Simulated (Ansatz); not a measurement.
## 5 trial structures of Hg

5 cells of Hg were relaxed with r2SCAN+rVV10 in Ansatz 0.2.0. (Simulation; spin polarisation is off.)

- database P6_3/mmc (2 atoms): it is hexagonal, P6_3/mmc (No. 194); conventional cell a = 3.235 Å, c = 5.538 Å, 25.10 Å³ an atom. Around Hg lie 12 Hg at 3.24–3.34 Å.
- database P6_3/mmc (4 atoms): the symmetry is P6_3/mmc (No. 194, hexagonal); a = 3.221 Å, c = 11.060 Å in the conventional setting, 24.84 Å³ an atom. Hg has 12 Hg at 3.22–3.33 Å.
- database C2/m (3 atoms): space group C2/m (No. 12), monoclinic; a = 5.002 Å, b = 3.734 Å, c = 3.374 Å, β = 127.6° in the conventional setting, 24.95 Å³ an atom. Hg has 10 Hg at 3.12–3.37 Å.
- database Fm-3m (1 atoms): the symmetry is Fm-3m (No. 225, cubic); conventional cell a = 4.713 Å, 26.16 Å³ an atom. Hg is surrounded by 12 Hg at 3.33 Å.
- database Fmmm (2 atoms): space group Fmmm (No. 69), orthorhombic; a = 3.877 Å, b = 4.670 Å, c = 5.487 Å in the conventional setting, 24.84 Å³ an atom. Around Hg lie 8 Hg at 3.03–3.36 Å.

Energies are counted from the lowest cell, each relaxed with the functional named (k spacing about 0.3 1/Å); gaps are on the r2SCAN+rVV10 cells (d direct, i indirect).
```
                  structure  space group  volume (Å³/atom)  E, r2SCAN+rVV10 (meV/atom)  E, PBE-D3(BJ) (meV/atom)        gap, PBE (eV)     gap, r2SCAN (eV)
database P6_3/mmc (2 atoms)     P6_3/mmc             25.10                          30                        24  none (overlap 1.48)  none (overlap 1.30)
database P6_3/mmc (4 atoms)     P6_3/mmc             24.84                          29                        23  none (overlap 1.62)  none (overlap 1.45)
    database C2/m (3 atoms)         C2/m             24.95                           8                         5  none (overlap 2.51)  none (overlap 2.50)
   database Fm-3m (1 atoms)        Fm-3m             26.16                          46                        42  none (overlap 1.24)  none (overlap 1.06)
    database Fmmm (2 atoms)         Fmmm             24.84                           0                         0  none (overlap 3.44)  none (overlap 3.41)
```

Among these cells the lowest with r2SCAN+rVV10 is database Fmmm (2 atoms), 8 meV an atom below the next, database C2/m (3 atoms). Other structures, not computed here, could lie lower. With PBE-D3(BJ) the lowest cells aren't resolved.

Spin-orbit coupling is left out, which matters wherever the heavy atoms make up the band edges.

Overlapping bands make a metal at that level, for which these meshes are coarse; small forces, stresses and energy differences are uncertain.
